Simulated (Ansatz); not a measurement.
# Ru (Ruthenium): the cost of one run

Method: DFT r2SCAN, scalar-relativistic, plane waves, PAW, in Ansatz 0.2.0.

1 further run of the same task is left out (set aside as unsound or not needed).

**1. Starting point**

It takes space group P6_3/mmc (No. 194, hexagonal). The conventional cell has a = 2.702 Å, b = 2.702 Å, c = 4.266 Å, α = 90.00°, β = 90.00°, γ = 120.00°. Ru (site symmetry -6m2) is surrounded by 12 Ru at 2.64 to 2.70 Å.

As a file:

```cif
data_structure
_symmetry_space_group_name_H-M 'P 1'
_symmetry_Int_Tables_number 1
_cell_length_a 2.7023
_cell_length_b 2.7023
_cell_length_c 4.2660
_cell_angle_alpha 90.000
_cell_angle_beta 90.000
_cell_angle_gamma 120.000
_cell_volume 26.98
loop_
_atom_site_label
_atom_site_type_symbol
_atom_site_fract_x
_atom_site_fract_y
_atom_site_fract_z
_atom_site_occupancy
Ru1 Ru 0.33333 0.66667 0.25000 1
Ru2 Ru 0.66667 0.33333 0.75000 1
```

It is the result of an earlier relaxation at this level (volume 13.49 Å³/atom; gap on the mesh: none (metal)).

**2. Electronic structure at the relaxed geometry**

File input.yaml:

```yaml
crystal:
  lattice:
    - [2.7023482466, 0.0, 0.0]
    - [-1.3511741233, 2.3403022314, 0.0]
    - [0.0, 0.0, 4.2659655344]
  atoms:
    - { symbol: Ru, position: [0.3333333333, 0.6666666667, 0.25] }
    - { symbol: Ru, position: [0.6666666667, 0.3333333333, 0.75] }
basis:
  ecutwfc: 500
kpoints:
  mp_grid: { grid: [18, 18, 10] }
  band_path:
    path:
      - [[0.0, 0.0, 0.0], [0.5, 0.0, 0.0], [0.33333333, 0.33333333, 0.0], [0.0, 0.0, 0.0], [0.0, 0.0, 0.5], [0.5, 0.0, 0.5], [0.33333333, 0.33333333, 0.5], [0.0, 0.0, 0.5]]
      - [[0.5, 0.0, 0.5], [0.5, 0.0, 0.0]]
      - [[0.33333333, 0.33333333, 0.5], [0.33333333, 0.33333333, 0.0]]
    npoints: 14
hamiltonian:
  xc: r2scan
scf:
  occupations: { method: gaussian, width: 0.1 }
  n_extra_bands: 6
output:
  forces: true
  stress: true
  eigenvalues: true
  populations: true
  dos: { projected: true, de: 0.02, nscf_kmesh: { grid: [27, 27, 15] } }
  bader: true
  write_density: true
  write_potential: true
  elf: true
  volumetric_format: npy
```

The run is started by

```bash
$ ansatz run input.yaml --threads 1 --pin off --max-ram 2560MiB --backend cpu --events-out ev --progress --plain --runs-dir out
```

What time and memory should one allow on 1 thread of an Arm CPU, shared host?

About 51 s, with a peak of 0.53 GiB.
